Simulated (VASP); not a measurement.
SnTe: single point with PBEsol

**Measured values to compare with.**

From a printed reference work, textbook, for a bulk crystal of SnTe at 300 K: band gap 0.18 eV (direct).

SnTe:

```
Sn Te
1.0
     0.00000    3.14406    3.14406
     3.14406    0.00000    3.14406
     3.14406    3.14406    0.00000
Sn Te
1 1
Cartesian
  0.0000 0.0000 0.0000
  3.1441 3.1441 3.1441
```

```json
{
 "Program": "VASP 6.6.1",
 "Task": "single point",
 "Functional": "PBEsol",
 "Potentials or basis": "VASP PAW PBE potentials, release 64 (Sn_d, Te)",
 "Cutoff": "520 eV",
 "k mesh": "10 × 10 × 10",
 "Occupations": "gaussian, width 0.01 eV",
 "Spin": "no spin polarisation"
}
```

```json
{
 "Pressure": "0.0 GPa",
 "Band gap on the k mesh": "0.16 eV, direct"
}
```

Levels at points of the mesh, in eV from the valence-band top:
```tsv
k point	band 6	band 7	band 8	band 9	band 10	band 11	band 12	band 13	band 14	band 15
(0.00, 0.00, 0.00)	-12.81	-4.63	-2.09	-2.09	-2.09	3.40	3.40	3.40	4.76	4.76
(0.50, 0.00, 0.00)	-11.51	-8.34	-1.76	-1.76	0.00	0.16	0.39	0.39	7.76	8.79
(0.50, 0.50, 0.00)	-11.20	-6.44	-5.59	-3.72	-3.72	2.13	5.00	5.00	6.47	9.11
```

Wall time 37 s on 1 thread of Intel(R) Xeon(R) Platinum 8259CL CPU @ 2.50GHz (Skylake/Cascade Lake) (shared host), peak memory 0.22 GiB.

A measured gap of SnTe is 0.18 eV (direct; 300 K; a printed reference work, textbook); the calculated 0.16 eV misses it by -0.02 eV. Spin-orbit coupling on Sn, Te is left out. The value is that of PBEsol on a finite k mesh, which can miss the band edges, without temperature or zero-point motion. Semilocal functionals fall short of measured gaps as a rule.

Caveat: the PAW data sets were made with another functional, which shifts forces and pressure a little; spin-orbit coupling is left out, which moves the levels of the heavy elements.
